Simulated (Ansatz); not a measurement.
# Si2Ni (fluorite type): the cost of one run

Computed with Ansatz 0.2.0 (DFT PBE, with the methods named in each step, unless a step's input says otherwise).

### Step 1. The system as given

Symmetry: Fm-3m, No. 225, cubic system. The conventional cell has a = 5.317 Å, b = 5.317 Å, c = 5.317 Å, α = 90.00°, β = 90.00°, γ = 90.00°. Around Ni (site symmetry m-3m) lie 8 Si at 2.30 Å. Si (site symmetry -43m) is surrounded by 4 Ni at 2.30 Å.

As a file:

```
Ni Si
1.0
     0.00000    2.65868    2.65868
     2.65868    0.00000    2.65868
     2.65868    2.65868    0.00000
Ni Si
1 2
Direct
  0.00000 0.00000 0.00000
  0.25000 0.25000 0.25000
  0.75000 0.75000 0.75000
```

Atoms are numbered in the order of the input: Ni1, Si2, Si3.

### Step 2. Cell relaxed at zero pressure, PAW

File input.yaml:

```yaml
crystal:
  lattice:
    - [0.0, 2.6586821493, 2.6586821493]
    - [2.6586821493, 0.0, 2.6586821493]
    - [2.6586821493, 2.6586821493, 0.0]
  atoms:
    - { symbol: Ni, position: [0.0, 0.0, 0.0] }
    - { symbol: Si, position: [0.25, 0.25, 0.25] }
    - { symbol: Si, position: [0.75, 0.75, 0.75] }
kpoints:
  mp_grid: { grid: [11, 11, 11] }
scf:
  occupations: { method: fermi_dirac, width: 0.1 }
hamiltonian:
  xc: pbe
  pseudopotentials: { kind: paw }
output:
  forces: true
  stress: true
relax:
  f_tol: 0.005
  max_steps: 40
  cell: {}
```

Run with:

```console
$ ansatz run input.yaml --threads 2 --pin off --max-ram 5120MiB --backend cpu --events-out ev --progress --plain --runs-dir out
```

**Question.** How long does this run take on 2 threads of Intel Xeon at 2.50GHz (Skylake/Cascade Lake), shared host, and how much memory does it need?

About 13 s, with a peak of 0.38 GiB.
